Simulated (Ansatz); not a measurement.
# Ga2O3: field gradients at two levels of theory

Cell: a COD entry, its atoms then relaxed with PBE in this cell.

Space group C2/m (No. 12); a = 12.2140, b = 3.0371, c = 5.7981 Å, β = 103.83°.

```
site  Wyckoff  site symmetry       x       y       z
 Ga1       4i              m  0.0912  0.0000  0.7953
 Ga3       4i              m  0.6595  0.0000  0.3127
  O5       4i              m  0.1690  0.0000  0.1084
  O7       4i              m  0.1722  0.0000  0.5603
  O9       4i              m  0.4967  0.0000  0.2537
```

One atom of each set is listed; the run and its k-mesh use a cell of 10 atoms with edges of 6.29, 6.29, 5.80 Å.

First run. Level of theory: DFT, PBE, plane waves and PAW, scalar-relativistic, 420 eV cutoff, Γ-centred 10×10×6 k-points, Fermi–Dirac smearing 0.02 eV (Ansatz 0.2.0).

| site | V_zz (10²¹ V/m²) | η |
| --- | --- | --- |
| Ga1 | -3.58 | 0.91 |
| Ga3 | 2.54 | 0.11 |
| O5 | -8.23 | 0.42 |
| O7 | 4.11 | 0.03 |
| O9 | -11.10 | 0.06 |

Second run. The same atoms and settings, except that the functional is PBEsol.

**Question.** What does the second run give?

**Answer.** 

```csv
site,V_zz,η,change of V_zz
Ga1,-3.57,0.90,+0.01
Ga3,2.53,0.11,-0.01
O5,-8.14,0.42,+0.09
O7,4.04,0.03,-0.07
O9,-11.00,0.06,+0.10
```

The largest change of V_zz is on O9, from -11.10 to -11.00. In per cent, |V_zz| changes by 0 on Ga, -2 to -1 on O (all sites that start above 0.5).

For the first run: At this cell the PBE pressure is 8 GPa, so with PBE the cell would grow if it were relaxed.
